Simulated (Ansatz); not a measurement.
The cell comes from COD entry 1525500, which wasn't checked; take it as a given geometry. The listed cell was then made from it by scaling, straining or moving an atom.

An input for InSb: DFT, PBE, all-electron PAW with datasets made for the crystal, scalar-relativistic (Ansatz 0.2.0).

Command: `ansatz run input.yaml --threads 1 --pin off --max-ram 4096MiB --backend cpu --events-out ev --progress --plain --runs-dir out` The run took 28 s on 1 thread of Arm Neoverse V1 (shared host), peak memory 0.88 GiB.

```yaml
crystal:
  lattice:
    - [5.3924778551, 0.0, 0.0]
    - [0.0, 5.749828917, 0.0]
    - [0.0, 0.0, 3.0832853594]
  atoms:
    - { symbol: In, position: [0.0, 0.0, 0.0] }
    - { symbol: In, position: [0.5, 0.5, 0.0] }
    - { symbol: Sb, position: [0.5, 0.0, 0.835] }
    - { symbol: Sb, position: [0.0, 0.5, 0.165] }
kpoints:
  mp_grid: { grid: [6, 6, 11] }
scf:
  occupations: { method: fermi_dirac, width: 0.08 }
hamiltonian:
  xc: pbe
  pseudopotentials: { kind: all_electron, datasets: crystal }
output:
  forces: true
  stress: true
  eigenvalues: true
  efg: { contact_densities: true }
```

Set-up and iterations as logged by Ansatz (the results part is left out, to be predicted):

```
hamiltonian.pseudopotentials.datasets: crystal makes datasets for this crystal and solves the spheres of its atoms anew in each pass: cutoff 240.0 eV, the density's 960.0 eV; for an error of 0.50 meV an atom under PBE, 2.0 meV for the cell; an energy difference from a run of another recipe may be off by several times the error for the cell, under r2SCAN by more, where some 0.1 meV an atom stays at smaller errors; In in spheres of 1.376 Å, 13 of its electrons in bands, 8 on its site; Sb in spheres of 1.365 Å, 5 of its electrons in bands, 10 on its site; only band paths and densities of states list, in semicore columns, the levels of the semicore shells that are solved separately: 4s of In, 4p of In, 4d of Sb
band count auto-derived: 24 (N_el = 36.0; filled up to band 18; 22 by the electrons, moments and atoms)
Engine: ansatz 0.2.0
Pseudopotentials: kind: all_electron
Pseudopotential: In, paw, valence charge 21, recommended cutoff 240 eV (normal), Koelling and Harmon's equation, gaussian nucleus
Pseudopotential: Sb, paw, valence charge 15, recommended cutoff 240 eV (normal), Koelling and Harmon's equation, gaussian nucleus
Functional definition: PBE
  parameter kappa = 0.804
  parameter beta = 0.06672455060314922
  exchange = pbe_x(kappa = kappa, mu = beta*pi^2/3)
  correlation = pbe_c(beta = beta)
Crystal: 4 atoms, lattice volume = 95.600 Å³
Basis set: ecut = 240 eV, 797 PW (Γ), exchange–correlation on 60×60×32 points (8 copies of the dense FFT grid, shifted against one another)
Bands: 24, of which v1, the nominal top of the filled ones, is band 18 counted from 1 (17 counted from 0)
Symmetry: 8 space group operations
Space group: Pmmn (ITA 59), of the structure as read, at distance tolerance 4.6e-5 Å
k-points: 96 of 396
Non-local potential: In, projectors of the file, l = 0: 1, l = 1: 1, l = 2: 2
Non-local potential: Sb, projectors of the file, l = 0: 1, l = 1: 1
PAW form: soft (Blöchl's): semilocal exchange-correlation on the pseudo side does not see the compensation charge
PAW one-centre angular grid: In, 590 points (default); XC on its mesh's 1869 points in the sphere
PAW one-centre angular grid: Sb, 110 points (default); XC on its mesh's 1861 points in the sphere
Initial density: superposition of atomic densities (neutral atoms: chi_scale 0, normalization atom)
Initial wavefunctions: pseudopotential atomic-orbital guess
Functional: x = pbe(κ = 0.804, μ = 0.2195149727645171), c = pbe(β = 0.06672455060314922)
iter 1 solved again at ethr=1.68e-3 eV; its pass at ethr=1.00e-1 eV (dr2=6.06e-1 eV) is discarded
SCF iter   1: F=—  HF=-672827.355861 eV  |F-HF|=—  |Δ(HF+E_count)|=         —  Δρ=1.97e-2  dr2=4.53e-1  ethr=1.68e-3  ⟨swp⟩=5.1  Hψ=14471  notcnv=0
SCF iter   2: F=—  HF=-672827.297114 eV  |F-HF|=—  |Δ(HF+E_count)|=   5.87e-2  Δρ=1.22e-2  dr2=1.61e-1  ethr=1.26e-3  ⟨swp⟩=3.5  Hψ=5262  notcnv=0  defer=9
iter 3 solved again at ethr=3.06e-5 eV; its pass at ethr=4.48e-4 eV (dr2=1.10e-2 eV) is discarded
SCF iter   3: F=—  HF=-672827.265175 eV  |F-HF|=—  |Δ(HF+E_count)|=   3.19e-2  Δρ=3.13e-3  dr2=1.09e-2  ethr=3.06e-5  ⟨swp⟩=2.1  Hψ=9820  notcnv=0  defer=3
SCF iter   4: F=—  HF=-672827.263318 eV  |F-HF|=—  |Δ(HF+E_count)|=   1.86e-3  Δρ=1.15e-3  dr2=9.90e-4  ethr=3.02e-5  ⟨swp⟩=3.0  Hψ=5110  notcnv=0  defer=3
SCF iter   5: F=—  HF=-672827.264205 eV  |F-HF|=—  |Δ(HF+E_count)|=   8.87e-4  Δρ=5.69e-4  dr2=4.18e-4  ethr=2.75e-6  ⟨swp⟩=3.1  Hψ=5622  notcnv=0  defer=2
SCF iter   6: F=—  HF=-672827.263965 eV  |F-HF|=—  |Δ(HF+E_count)|=   2.40e-4  Δρ=1.49e-4  dr2=1.25e-5  ethr=1.16e-6  ⟨swp⟩=3.0  Hψ=5347  notcnv=0  defer=1
SCF iter   7: F=—  HF=-672827.263971 eV  |F-HF|=—  |Δ(HF+E_count)|=   6.04e-6  Δρ=6.60e-5  dr2=2.79e-6  ethr=3.47e-8  ⟨swp⟩=2.8  Hψ=4306  notcnv=0  defer=2
SCF iter   8: F=-672827.263971 eV  HF=-672827.263971 eV  |F-HF|=5.82e-9  |Δ(HF+E_count)|=   4.92e-7  Δρ=9.08e-6  dr2=8.44e-8  ethr=7.75e-9  ⟨swp⟩=3.0  Hψ=5043  notcnv=0  defer=1
```

(1) What pressure will this run report?

(2) How large will the largest force be?

Answers

(1) 15.55 GPa (positive in compression).

(2) 0.704 eV/Å.
